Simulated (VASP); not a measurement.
# MoS2 (P6_3/mmc) in VASP: further runs

Aim: see how the results for MoS2 move with the level of theory and the settings. Levels: optB86b-vdW, PBE+D3(BJ), rev-vdW-DF2. Tasks: relaxation of cell and atoms.

Program: VASP 6.6.1. These are calculated values, not measurements. Logs are shortened: lines on timing, memory, paths and dates and some standing lists are left out, and cuts for length are marked.

## Step 1: The structure

The structure is hexagonal, space group P6_3/mmc (No. 194). Conventional cell: a = 3.166 Å, b = 3.166 Å, c = 12.349 Å, α = 90.00°, β = 90.00°, γ = 120.00°. Around Mo (site symmetry -6m2) lie 6 S at 2.41 Å. S (site symmetry 3m) is surrounded by 3 Mo at 2.41 Å.

## Step 2: Relaxation of cell and atoms, optB86b-vdW

File INCAR:

```
PREC = Accurate
ENCUT = 600
EDIFF = 1E-7
ISMEAR = 0
SIGMA = 0.03
LREAL = F
LASPH = T
NELM = 80
ALGO = Normal
ISIF = 3
LWAVE = F
LCHARG = F
GGA = MK
LUSE_VDW = T
AGGAC = 0.0
PARAM1 = 0.1234
PARAM2 = 1.0
IBRION = 2
NSW = 90
EDIFFG = -0.005
KPAR = 2
```

File KPOINTS:

```
Automatic mesh
0
Gamma
  12 12 3
```

File POSCAR:

```
MoS2                                    
1.0
    3.1658019141     -0.0000000000     -0.0000000000
   -1.5829009571      2.7416648810     -0.0000000000
    0.0000000000      0.0000000000     12.3491970388
  Mo              S             
     2     4
Direct
     0.3333333332999970    0.6666666667000030    0.2500000000000000
     0.6666666667000030    0.3333333332999970    0.7500000000000000
     0.3333333332999970    0.6666666667000030    0.6229289863182060
     0.6666666667000030    0.3333333332999970    0.1229289863182060
     0.3333333332999970    0.6666666667000030    0.8770710136817940
     0.6666666667000030    0.3333333332999970    0.3770710136817941
```

Potentials or basis: VASP PAW PBE potentials, release 64 (Mo_sv, S).

Launch:

```sh
$ cat potpaw_PBE.64/Mo_sv/POTCAR potpaw_PBE.64/S/POTCAR > POTCAR
$ mpirun -np 2 vasp_std > vasp.out
```

OUTCAR:

```text
PREC = Accurate
   ENCUT = 600
   EDIFF = 1E-7
   ISMEAR = 0
   LREAL = F
   LASPH = T
   NELM = 80
   ISIF = 3
   GGA = MK
   IBRION = 2
   NSW = 90
   EDIFFG = -0.005

 ion  position               nearest neighbor table
   1  0.333  0.667  0.250-   4 2.41   6 2.41   4 2.41   6 2.41   4 2.41   6 2.41
   2  0.667  0.333  0.750-   3 2.41   5 2.41   3 2.41   5 2.41   3 2.41   5 2.41
   3  0.333  0.667  0.623-   2 2.41   2 2.41   2 2.41
   4  0.667  0.333  0.123-   1 2.41   1 2.41   1 2.41
   5  0.333  0.667  0.877-   2 2.41   2 2.41   2 2.41
   6  0.667  0.333  0.377-   1 2.41   1 2.41   1 2.41

  LATTYP: Found a hexagonal cell.
 ALAT       =     3.1658019141
 C/A-ratio  =     3.9008116660

  Lattice vectors:

 A1 = (   3.1658019141,   0.0000000000,   0.0000000000)
 A2 = (  -1.5829009571,   2.7416648810,   0.0000000000)
 A3 = (   0.0000000000,   0.0000000000,  12.3491970388)

Analysis of symmetry for initial positions (statically):
=====================================================================
 Subroutine PRICEL returns:
 Original cell was already a primitive cell.

 Routine SETGRP: Setting up the symmetry group for a
 hexagonal supercell.

 Subroutine GETGRP returns: Found 24 space group operations
 (whereof 12 operations were pure point group operations)
 out of a pool of 24 trial point group operations.

The static configuration has the point symmetry D_3d.
 The point group associated with its full space group is D_6h.

Analysis of symmetry for dynamics (positions and initial velocities):
=====================================================================
 Subroutine PRICEL returns:
 Original cell was already a primitive cell.

 Routine SETGRP: Setting up the symmetry group for a
 hexagonal supercell.

 Subroutine GETGRP returns: Found 24 space group operations
 (whereof 12 operations were pure point group operations)
 out of a pool of 24 trial point group operations.

The dynamic configuration has the point symmetry D_3d.
 The point group associated with its full space group is D_6h.

 Subroutine INISYM returns: Found 24 space group operations
 (whereof 12 operations are pure point group operations),
 and found     1 'primitive' translations

----------------------------------------------------------------------------------------

                                     Primitive cell

  volume of cell :     107.1857

  direct lattice vectors                    reciprocal lattice vectors
     3.165801914  0.000000000  0.000000000     0.315875733  0.182370939  0.000000000
    -1.582900957  2.741664881  0.000000000     0.000000000  0.364741879  0.000000000
     0.000000000  0.000000000 12.349197039     0.000000000  0.000000000  0.080976925

  length of vectors
     3.165801914  3.165801914 12.349197039     0.364741879  0.364741879  0.080976925

  position of ions in fractional coordinates (direct lattice)
     0.333333333  0.666666667  0.250000000
     0.666666667  0.333333333  0.750000000
     0.333333333  0.666666667  0.622928986
     0.666666667  0.333333333  0.122928986
     0.333333333  0.666666667  0.877071014
     0.666666667  0.333333333  0.377071014

  ion indices of the primitive-cell ions
   primitive index   ion index
                 1           1
                 2           2
                 3           3
                 4           4
                 5           5
                 6           6

----------------------------------------------------------------------------------------

 KPOINTS: Automatic mesh

Automatic generation of k-mesh.
 Grid dimensions read from file:
 generate k-points for:   12   12    3

 Generating k-lattice:

  Cartesian coordinates                     Fractional coordinates (reciprocal lattice)
     0.026322978  0.015197578  0.000000000     0.083333333  0.000000000  0.000000000
     0.000000000  0.030395157  0.000000000     0.000000000  0.083333333  0.000000000
     0.000000000  0.000000000  0.026992308     0.000000000  0.000000000  0.333333333

  Length of vectors
     0.030395157  0.030395157  0.026992308

  Shift w.r.t. Gamma in fractional coordinates (k-lattice)
     0.000000000  0.000000000  0.000000000

 Subroutine IBZKPT returns following result:
 ===========================================

 Found     38 irreducible k-points:

 Following reciprocal coordinates:
            Coordinates               Weight
  0.000000  0.000000  0.000000      1.000000
  0.083333  0.000000  0.000000      6.000000
  0.166667  0.000000  0.000000      6.000000
  0.250000  0.000000  0.000000      6.000000
  0.333333  0.000000  0.000000      6.000000
  0.416667  0.000000  0.000000      6.000000
[... 16 lines left out ...]
  0.250000  0.000000  0.333333     12.000000
  0.333333  0.000000  0.333333     12.000000
 [... further k-points ...]
   k-points           NKPTS =     38   k-points in BZ     NKDIM =     38   number of bands    NBANDS=     31
   number of dos      NEDOS =    301   number of ions     NIONS =      6
   total plane-waves  NPLWV =  78400
   dimension x,y,z NGX =    28 NGY =   28 NGZ =  100
   dimension x,y,z NGXF=    56 NGYF=   56 NGZF=  200
   ions per type =               2   4
   NGX,Y,Z   is equivalent  to a cutoff of  14.70, 14.70, 13.46 a.u.
   NGXF,Y,Z  is equivalent  to a cutoff of  29.41, 29.41, 26.92 a.u.
 SYSTEM =  unknown system
   PREC   = accura    normal or accurate (medium, high low for compatibility)
   ISTART =      0    job   : 0-new  1-cont  2-samecut
   ICHARG =      2    charge: 1-file 2-atom 10-const
   ISPIN  =      1    spin polarized calculation?
   LNONCOLLINEAR =      F non collinear calculations
   LSORBIT =      F    spin-orbit coupling
   LASPH  =      T    aspherical Exc in radial PAW
   ENCUT  =  600.0 eV  44.10 Ry    6.64 a.u.   6.32  6.32 24.66*2*pi/ulx,y,z
   NELM   =     80;   NELMIN=  2; NELMDL= -5     # of ELM steps
   EDIFF  = 0.1E-06   stopping-criterion for ELM
   LREAL  =      F    real-space projection
   EDIFFG = -.5E-02   stopping-criterion for IOM
   NSW    =     90    number of steps for IOM
   IBRION =      2    ionic relax: 0-MD 1-quasi-New 2-CG
   NFREE  =      1    steps in history (QN), initial steepest desc. (CG)
   ISIF   =      3    stress and relaxation
   ISYM   =      2    0-nonsym 1-usesym 2-fastsym
   POTIM  = 0.5000    time-step for ionic-motion
   TEBEG  =    0.0;   TEEND  =   0.0 temperature during run
   PSTRESS=    0.0 pullay stress
   NELECT =      52.0000    total number of electrons
   NUPDOWN=      -1.0000    fix difference up-down
   EMIN   =  10.00;   EMAX   =-10.00  energy-range for DOS
   EFERMI =   0.00;   METHOD = LEGACY
   ISMEAR =     0;   SIGMA  =   0.03  broadening in eV -4-tet -1-fermi 0-gaus
   EFERMI_NEDOS =   21; number of points for ismear=-14 and -15
   IALGO  =     38    algorithm
   IMIX   =      4    mixing-type and parameters
     AMIX     =   0.40;   BMIX     =  1.00
     AMIX_MAG =   1.60;   BMIX_MAG =  1.00
  volume/ion in A,a.u.               =      17.86       120.55
  Fermi-wavevector in a.u.,A,eV,Ry     =   1.286363  2.430874 22.513979  1.654731
  Thomas-Fermi vector in A             =   2.418442
   LORBIT       =      0    0 simple, 1 ext, 2 COOP (PROOUT), +10 PAW based schemes
   GGA     = MK    functional components
   LHFCALC =     F    Hartree Fock is set to
   AEXX    =    0.0000 exact exchange contribution
   IVDW_NL    =     1    kernel type
   BPARAM     = 6.3000
   IVDW    =     0    specifies the selected vdW correction
   LEPSILON=     F    determine dielectric tensor
   LRPA    =     F    only Hartree local field effects (RPA)
 conjugate gradient relaxation of ions
 non-spin polarized calculation
 Gauss-broadening in eV      SIGMA  =   0.03
  energy-cutoff  :      600.00
  volume of cell :      107.19
 maximum number of plane-waves:      3603
 NGX is ok and might be reduce to    28
   NGX = 13   NGY = 13   NGZ = 49

--------------------------------------- Ionic step        1  -------------------------------------------

 number of electron      51.9999994 magnetization

 Free energy of the ion-electron system (eV)
  ---------------------------------------------------
  ext. energy  EPLUGINS =         0.00000000
  ---------------------------------------------------
  free energy    TOTEN  =       -32.55033457 eV

  energy without entropy =      -32.55033457  energy(sigma->0) =      -32.55033457

------------------------ aborting loop because EDIFF is reached ----------------------------------------

  FORCE on cell =-STRESS in cart. coord.  units (eV):
  Direction    XX          YY          ZZ          XY          YZ          ZX
  --------------------------------------------------------------------------------------
  -------------------------------------------------------------------------------------
  Total        0.0498962      0.0498962      0.0335035     -0.0000000      0.0000000      0.0000000
  in kB        0.7458324      0.7458324      0.5008001     -0.0000000      0.0000000      0.0000000
  external PRESSURE =       0.6641549 kB  Pullay stress =       0.0000000 kB

 VOLUME and BASIS-vectors are now :
 -----------------------------------------------------------------------------
  energy-cutoff  :      600.00
  volume of cell :      107.19
      direct lattice vectors                 reciprocal lattice vectors
     3.165801914  0.000000000  0.000000000     0.315875733  0.182370939  0.000000000
    -1.582900957  2.741664881  0.000000000     0.000000000  0.364741879  0.000000000
     0.000000000  0.000000000 12.349197039     0.000000000  0.000000000  0.080976925
[... 264 lines left out ...]
  FREE ENERGIE OF THE ION-ELECTRON SYSTEM (eV)
  ---------------------------------------------------
  free  energy   TOTEN  =       -32.5504154749 eV

  energy  without entropy=      -32.5504154749  energy(sigma->0) =      -32.55041547

Total vdW correction in eV:      6.5301240

--------------------------------------- Ionic step        8  -------------------------------------------

 number of electron      51.9999996 magnetization

 Free energy of the ion-electron system (eV)
  ---------------------------------------------------
  ext. energy  EPLUGINS =         0.00000000
  ---------------------------------------------------
  free energy    TOTEN  =       -32.55045012 eV

  energy without entropy =      -32.55045012  energy(sigma->0) =      -32.55045012

 E-fermi :   7.5276     XC(G=0): -10.8692

 val. band max:        7.3495580345   @ k =   0.0000   0.0000   0.0000
 cond. band min:       8.2444844272   @ k =   0.1667   0.1667   0.0000
 fundamental gap:      0.8949263927
 Fermi energy:         7.5276210799

 k-point     1 :       0.0000    0.0000    0.0000
  band No.  band energies     occupation
      1     -54.0951      2.00000
      2     -54.0951      2.00000
      3     -28.2690      2.00000
      4     -28.2689      2.00000
      5     -28.0450      2.00000
      6     -28.0450      2.00000
[... 805 lines left out ...]
     30       9.2212      0.00000
     31      10.1016      0.00000

 [... further k-points ...]

------------------------ aborting loop because EDIFF is reached ----------------------------------------

  FORCE on cell =-STRESS in cart. coord.  units (eV):
  Direction    XX          YY          ZZ          XY          YZ          ZX
  --------------------------------------------------------------------------------------
  -------------------------------------------------------------------------------------
  Total       -0.0170420     -0.0170420     -0.0205686      0.0000000     -0.0000000      0.0000000
  in kB       -0.2540781     -0.2540781     -0.3066555      0.0000000     -0.0000000      0.0000000
  external PRESSURE =      -0.2716039 kB  Pullay stress =       0.0000000 kB

 VOLUME and BASIS-vectors are now :
 -----------------------------------------------------------------------------
  energy-cutoff  :      600.00
  volume of cell :      107.46
      direct lattice vectors                 reciprocal lattice vectors
     3.166807951 -0.000000000  0.000000000     0.315775385  0.182313004 -0.000000000
    -1.583403976  2.742536135 -0.000000000     0.000000000  0.364626007 -0.000000000
     0.000000000  0.000000000 12.373419308    -0.000000000  0.000000000  0.080818404

 POSITION                                       TOTAL-FORCE (eV/Angst)
 -----------------------------------------------------------------------------------
     -0.00000      1.82836      3.09335        -0.000000      0.000000      0.000000
      1.58340      0.91418      9.28006        -0.000000     -0.000000      0.000000
     -0.00000      1.82836      7.71109         0.000000      0.000000      0.004781
      1.58340      0.91418      1.52438         0.000000      0.000000      0.004781
     -0.00000      1.82836     10.84904        -0.000000     -0.000000     -0.004781
      1.58340      0.91418      4.66233        -0.000000     -0.000000     -0.004781
 -----------------------------------------------------------------------------------
    total drift:                                0.000000     -0.000000      0.000000

  FREE ENERGIE OF THE ION-ELECTRON SYSTEM (eV)
  ---------------------------------------------------
  free  energy   TOTEN  =       -32.5504501207 eV

  energy  without entropy=      -32.5504501207  energy(sigma->0) =      -32.55045012

Total vdW correction in eV:      6.5337085

 reached required accuracy - stopping structural energy minimisation
```

It took 18 min on 2 MPI ranks of Intel Xeon Platinum 8488C (Sapphire Rapids), shared host; peak memory 0.73 GiB.

What came out:

* Free energy: -32.5505 eV
* Relaxed volume: 17.91 Å³/atom
* Relaxed cell: a = 3.167 Å, b = 3.167 Å, c = 12.373 Å, α = 90.00°, β = 90.00°, γ = 120.00°
* Space group after relaxing (to 0.05 Å): P6_3/mmc (No. 194)
* Energy gained by relaxing: 0.0 meV/atom
* Ionic steps: 8
* Pressure after relaxing: 0.0 GPa
* Largest force after relaxing: 0.005 eV/Å
* Band gap on the k mesh: 0.89 eV, indirect (least direct gap 1.67 eV)

Forces on the atoms (eV/Å):
```
Mo   0.000  0.000  0.000
Mo   0.000  0.000  0.000
S    0.000  0.000  0.005
S    0.000  0.000  0.005
S    0.000  0.000 -0.005
S    0.000  0.000 -0.005
```

The path:
```csv
step,energy change (eV),largest force (eV/Å),pressure (GPa),volume (Å³)
1,0.0000,0.0078,0.07,107.19
2,0.0000,0.0158,-0.06,107.30
3,0.0000,0.0139,-0.03,107.27
4,-0.0001,0.0042,0.00,107.30
5,-0.0001,0.0030,0.01,107.30
6,-0.0001,0.0006,0.01,107.31
7,-0.0001,0.0018,0.00,107.35
8,-0.0001,0.0048,-0.03,107.46
```

Final structure:
```xyz
6
Lattice="3.1668 0.0000 0.0000 -1.5834 2.7425 0.0000 0.0000 0.0000 12.3734" Properties=species:S:1:pos:R:3 pbc="T T T"
Mo    0.0000    1.8284    3.0934
Mo    1.5834    0.9142    9.2801
S     0.0000    1.8284    7.7111
S     1.5834    0.9142    1.5244
S     0.0000    1.8284   10.8490
S     1.5834    0.9142    4.6623
```

Caveat: the PAW data sets were made with another functional, which shifts forces and pressure a little; an odd mesh through Γ misses points on the zone boundary, where band edges often lie.

## Step 3: Relaxation of cell and atoms, PBE+D3(BJ)

File INCAR:

```
SYSTEM = MoS2
  PREC = Accurate
  ENCUT = 600
  EDIFF = 1E-6
  ISMEAR = 0
  SIGMA = 0.03
  LREAL = .FALSE.
  LASPH = .TRUE.
  NELM = 80
  ALGO = Normal
  ISIF = 3
  LWAVE = .FALSE.
  LCHARG = .FALSE.
  GGA = PE
  IVDW = 12
  IBRION = 2
  NSW = 90
  EDIFFG = -0.01
  KPAR = 4
```

File KPOINTS:

```
Automatic mesh
0
G
  12 12 3
  0 0 0
```

File POSCAR:

```
MoS2
1.0
    3.1690000000      0.0000000000      0.0000000000
   -1.5845000000      2.7444345046      0.0000000000
    0.0000000000      0.0000000000     12.3240000000
Mo S
2 4
Direct
    0.3333333333      0.6666666667      0.2500000000
    0.6666666667      0.3333333333      0.7500000000
    0.3333333333      0.6666666667      0.6230000000
    0.6666666667      0.3333333333      0.1230000000
    0.3333333333      0.6666666667      0.8770000000
    0.6666666667      0.3333333333      0.3770000000
```

Potentials or basis: VASP PAW PBE potentials, release 64 (Mo_sv, S).

Launch:

```sh
$ cat potpaw_PBE.64/Mo_sv/POTCAR potpaw_PBE.64/S/POTCAR > POTCAR
$ mpirun -np 4 vasp_std > vasp.out
```

It took 3.5 min on 4 MPI ranks of AMD EPYC 9R45 (Zen 5), shared host; peak memory 0.34 GiB.

Results (log left out):

- Free energy: -46.1731 eV
- Relaxed volume: 17.30 Å³/atom
- Relaxed cell: a = 3.149 Å, b = 3.149 Å, c = 12.089 Å, α = 90.00°, β = 90.00°, γ = 120.00°
- Space group after relaxing (to 0.05 Å): P6_3/mmc (No. 194)
- Energy gained by relaxing: 2.8 meV/atom
- Ionic steps: 11
- Pressure after relaxing: 0.0 GPa
- Band gap on the k mesh: 0.80 eV, indirect (least direct gap 1.71 eV)
- Dispersion energy per atom: -0.438 eV

Step by step:
```
step  energy change (eV)  largest force (eV/Å)  pressure (GPa)  volume (Å³)
   1              0.0000                0.0753           -2.05       107.18
   2              0.0163                0.5260            3.47       103.67
   3             -0.0088                0.1417           -0.09       105.86
   4             -0.0114                0.0580           -0.06       105.44
   5             -0.0115                0.0366           -0.07       105.33
   6             -0.0130                0.0355           -0.03       105.08
   7             -0.0160                0.0313            0.07       104.31
   8             -0.0149                0.0206            0.41       102.76
   9             -0.0168                0.0313            0.21       103.72
  10             -0.0145                0.1359           -1.02       104.15
  11             -0.0169                0.0015           -0.01       103.80
```

Final structure:
```xyz
6
Lattice="3.1488 0.0000 0.0000 -1.5744 2.7269 0.0000 0.0000 0.0000 12.0885" Properties=species:S:1:pos:R:3 pbc="T T T"
Mo    0.0000    1.8180    3.0221
Mo    1.5744    0.9090    9.0664
S     0.0000    1.8180    7.5012
S     1.5744    0.9090    1.4570
S     0.0000    1.8180   10.6315
S     1.5744    0.9090    4.5873
```

Levels at points of the mesh, in eV from the valence-band top:
```csv
k point,band 22,band 23,band 24,band 25,band 26,band 27,band 28,band 29,band 30,band 31
"(0.00, 0.00, 0.00)",-2.15,-2.15,-1.27,-1.11,0.00,2.09,2.09,2.13,2.13,2.23
"(0.50, 0.00, 0.00)",-2.55,-1.78,-1.52,-1.49,-1.33,1.62,1.68,2.00,2.31,2.83
```

Caveat: an odd mesh through Γ misses points on the zone boundary, where band edges often lie.

(Part 1 of 2 ends here.)
